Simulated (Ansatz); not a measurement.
SnSe in Ansatz: the effect of exact exchange

SnSe, a slab with vacuum:

```
CELL_PARAMETERS angstrom
4.28533 0.00000 0.00000
0.00000 4.28533 0.00000
0.00000 0.00000 10.99069
ATOMIC_POSITIONS crystal
Sn 0.00000 0.50000 0.62777
Sn 0.50000 0.00000 0.37223
Se 0.00000 0.50000 0.38396
Se 0.50000 0.00000 0.61604
```

Alike in all runs:

```yaml
Program: Ansatz 0.2.0
Task: single point
Functional: HSE06 form with a typed share of exact exchange
Potentials_or_basis: Ansatz PAW
Cutoff: "420 eV (not typed: the program's choice for these potentials)"
k_mesh: 3 × 3 × 2
Occupations: fermi-dirac, width 0.05 eV
Spin: no spin polarisation
```

```tsv
exact exchange	gap on the mesh (eV)	largest force (eV/Å)
0.05	1.61	0.60
0.1	1.71	0.54
0.15	1.81	0.48
0.2	?	?
```

Task: What does the run with exact exchange 0.2 give?

Result: gap on the mesh 1.92 eV; largest force 0.42 eV/Å.

Worked out: A straight line through the other rows of the gap on the mesh, of slope 2 eV per unit of exact exchange, extrapolates to 1.91 eV, against the run's 1.92. A straight line through the other rows of the largest force, of slope -1.2 eV/Å per unit of exact exchange, extrapolates to 0.42 eV/Å, against the run's 0.42.

Caveats: all runs use coarse meshes; odd divisions of the mesh miss points on the zone boundary, where band edges often lie, so the gap on the mesh can be too wide; spin-orbit coupling is left out, which moves the levels of the heavy elements; the PAW data sets come from PBE, with cores solved anew for the run's functional, which leaves a small shift of forces and pressure.

A k mesh can miss the band edges.
